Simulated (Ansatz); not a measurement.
# Property card of a TaS2 sheet

It was reached by relaxing an invented guess, and it needn't be the stable form of this composition.

These are results of DFT PBE, scalar-relativistic, plane waves, PAW in Ansatz 0.2.0, not measurements. Plane waves to 420 eV, a k mesh through Γ of 18×18×1 on the computed 3-atom cell and Gaussian smearing (0.10 eV); no spin polarisation.

Only a and b repeat, and vacuum parts the sheet from its images along c.

```yaml
crystal:
  periodic: [true, true, false]
  lattice:
    - [3.37897, 0.00000, 0.00000]
    - [-1.68949, 2.92628, 0.00000]
    - [0.00000, 0.00000, 29.89667]
  atoms:
    - { symbol: Ta, position: [0.00000, 0.00000, 0.30104] }
    - { symbol: S, position: [0.33333, 0.66667, 0.24978] }
    - { symbol: S, position: [0.66667, 0.33333, 0.35230] }
```

The zero of energy is the elements' standard structures at the same level; no fitted shifts are applied.

| Item | Value |
| --- | --- |
| Layer group | p-3m1 (No. 72) |
| In-plane cell | a = 3.379 Å, b = 3.379 Å, γ = 120.0° |
| Area per atom | 3.30 Å² |
| Thickness between the outermost nuclei | 3.06 Å |
| Energy over the elements | −1.04 eV/atom |
| Band gap over mesh and path | none (metal or semimetal) |
| Density of states at the Fermi level | 1.4 states/eV per cell |
| Löwdin character within 0.5 eV of the Fermi level | Ta 5d 69 %, S 3p 27 % |
| Bader charges (e) | Ta1 1.86, S2 -0.93, S3 -0.93 |

Levels along Γ–M–K–Γ, in eV from the Fermi level, sorted by energy at each point. Points in fractions of the primitive reciprocal vectors: Γ (0.000 0.000 0.000), M (0.500 0.000 0.000), K (0.333 0.333 0.000).
```csv
point,"k (1/Å, with 2π)",band 10,band 11,band 12,band 13,band 14,band 15,band 16
Γ,0.000,-2.61,-0.79,-0.79,0.10,0.10,0.41,3.94
-,0.153,-2.40,-1.41,-1.10,0.16,0.43,0.64,3.67
-,0.307,-2.50,-2.10,-1.57,-0.02,0.95,1.05,3.31
-,0.460,-3.60,-2.04,-1.91,-0.33,1.40,1.44,3.30
-,0.614,-3.65,-2.27,-2.06,-0.67,1.75,1.82,3.75
-,0.767,-3.74,-2.66,-2.06,-0.90,2.05,2.25,4.31
-,0.920,-3.83,-2.85,-2.01,-1.03,2.30,2.70,4.44
M,1.074,-3.87,-2.82,-1.99,-1.07,2.40,2.94,4.49
-,1.162,-3.88,-2.82,-2.24,-0.86,2.37,2.90,4.36
-,1.251,-3.88,-2.82,-2.73,-0.49,2.29,2.77,4.11
-,1.339,-3.87,-3.25,-2.86,-0.10,2.20,2.56,3.88
-,1.428,-3.83,-3.67,-2.96,0.28,2.10,2.30,3.77
-,1.516,-3.75,-3.74,-3.12,0.67,1.97,2.01,3.81
-,1.605,-3.67,-3.65,-3.30,1.06,1.73,1.80,4.01
K,1.693,-3.60,-3.60,-3.43,1.34,1.61,1.61,4.32
-,1.871,-3.85,-3.63,-3.14,1.02,1.27,2.33,3.68
-,2.048,-3.86,-3.83,-2.71,0.72,1.00,2.69,3.38
-,2.225,-3.51,-3.45,-2.25,0.42,0.81,2.55,3.25
-,2.402,-3.27,-2.82,-1.94,0.25,0.74,1.99,3.42
-,2.579,-2.65,-2.17,-1.84,0.23,0.69,1.35,3.40
-,2.756,-2.35,-1.53,-1.22,0.25,0.39,0.73,3.62
Γ,2.933,-2.61,-0.79,-0.79,0.10,0.10,0.41,3.94
```

The last run used an 18×18×1 mesh for its 3-atom cell and Gaussian smearing of 0.10 eV. Spin–orbit coupling, which can matter for Ta, is left out. An odd number of electrons in the primitive cell allows no gap without spin; a larger cell or a magnetic state could open one. The reference form of S is held partly by dispersion forces, which this level lacks.
